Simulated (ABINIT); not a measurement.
# Si in ABINIT: the effect of functional

Si:

```
CELL_PARAMETERS angstrom
2.62054 0.00000 0.00000
-1.31027 2.26946 0.00000
0.00000 0.00000 2.46635
ATOMIC_POSITIONS crystal
Si 0.00000 0.00000 0.00000
```

This isn't the form of Si at room conditions, which is diamond.

Alike in all runs:

| Property | Result |
| --- | --- |
| Program | ABINIT 10.8.3 (patched build) |
| Task | band structure |
| Potentials or basis | JTH PAW PBE v2.0 |
| Cutoff | 490 eV |
| k mesh | 12 × 12 × 11 |
| Occupations | fermi-dirac, width 0.05 eV |
| Spin | no spin polarisation |

| functional | pressure (GPa) |
| --- | --- |
| LDA | -0.6 |
| PBEsol | 0.6 |
| BLYP | ? |
| AM05 | -0.9 |
| r2SCAN | 1.8 |
| SCAN | -0.5 |

Task: What does the run with functional BLYP give?

Result: Pressure 10.7 GPa.

Caveats: the PAW data sets were made with another functional, which shifts forces and pressure a little.
